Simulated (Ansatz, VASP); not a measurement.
Ge: VASP beside Ansatz

```
CELL_PARAMETERS angstrom
0.00000 2.91321 2.91321
2.91321 0.00000 2.91321
2.91321 2.91321 0.00000
ATOMIC_POSITIONS crystal
Ge 0.50000 0.50000 0.50000
Ge 0.75000 0.75000 0.75000
```

Alike in both runs: functional RPBE; k mesh 5 × 5 × 5; occupations fermi-dirac, width 0.05 eV; no spin polarisation.

Ansatz relaxed the structure, and its values are those at the end. VASP's run is a single point on that final structure, the one shown.

|  | VASP | Ansatz |
| --- | --- | --- |
| version | VASP 6.6.1 | Ansatz 0.2.0 |
| potentials or method | VASP PAW PBE potentials, release 64 (Ge_d) | plane waves (420 eV) with PAW, scalar-relativistic |
| plane-wave cutoff (eV) | 520 | 420 |
| valence electrons in the cell | 28 | 28 |

```tsv
	VASP	Ansatz	Ansatz less VASP
pressure (GPa)	-0.1	0.0	+0.12
```

Caveats: the k mesh is coarse (spacing up to 0.37 Å⁻¹), so the values aren't converged; the PAW data sets were made with another functional, which shifts forces and pressure a little (VASP).
